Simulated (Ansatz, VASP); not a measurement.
**BAs: VASP beside Ansatz**

The input INCAR:

```
PREC = Accurate ; ENCUT = 520
EDIFF = 1E-7 ; ISMEAR = 0
SIGMA = 0.05 ; LREAL = F
LASPH = T ; NELM = 60
ALGO = Normal ; ISIF = 2
LWAVE = F ; LCHARG = T
GGA = CA ; LELF = T
LVHAR = T ; NBANDS = 11
```

File KPOINTS:

```
regular mesh
0
Gamma
  10 10 10
```

POSCAR

```
BAs
1.0
    0.0000000000      2.1974200000      2.3885000000
    2.1974200000      0.0000000000      2.3885000000
    2.1974200000      2.1974200000      0.0000000000
B As
1 1
Direct
    0.0000000000      0.0000000000      0.0000000000
    0.7500000000      0.7500000000      0.7500000000
```

Input for Ansatz:

```yaml
crystal:
  lattice:
    - [0.0, 2.19742, 2.3885]
    - [2.19742, 0.0, 2.3885]
    - [2.19742, 2.19742, 0.0]
  atoms:
    - { symbol: B, position: [0.0, 0.0, 0.0] }
    - { symbol: As, position: [0.75, 0.75, 0.75] }
basis:
  ecutwfc: 420
kpoints:
  mp_grid: { grid: [10, 10, 10] }
hamiltonian:
  xc: lda
scf:
  occupations: { method: gaussian, width: 0.05 }
output:
  forces: true
  stress: true
  eigenvalues: true
```

Change from the starting cell: strain -0.080 along x and y, +0.000 along z, atoms carried along.

Alike in both runs: task single point; functional LDA; k mesh 10 × 10 × 10; occupations gaussian, width 0.05 eV; no spin polarisation.

|  | VASP | Ansatz |
| --- | --- | --- |
| version | VASP 6.6.1 | Ansatz 0.2.0 |
| potentials or method | VASP PAW LDA potentials, release 64 (B, As) | scalar-relativistic, plane waves, PAW |
| plane-wave cutoff (eV) | 520 | 420 |
| valence electrons in the cell | 8 | 18 |

|  | VASP | Ansatz | Ansatz less VASP |
| --- | --- | --- | --- |
| gap on the k mesh at the Fermi level (eV) | 0.27 | 0.28 | +0.008 |
| least direct gap on the mesh (eV) | 3.04 | 3.04 | -0.001 |
| pressure (GPa) | 28.4 | 26.7 | -1.74 |
| largest component of the traceless stress (GPa) | 14.93 | 15.06 | +0.133 |

The two sets of potentials don't hold the same shells in valence.

Caveats: so large a pressure means that the cell lies far from this level's equilibrium, or that cutoff or potentials fall short (VASP).
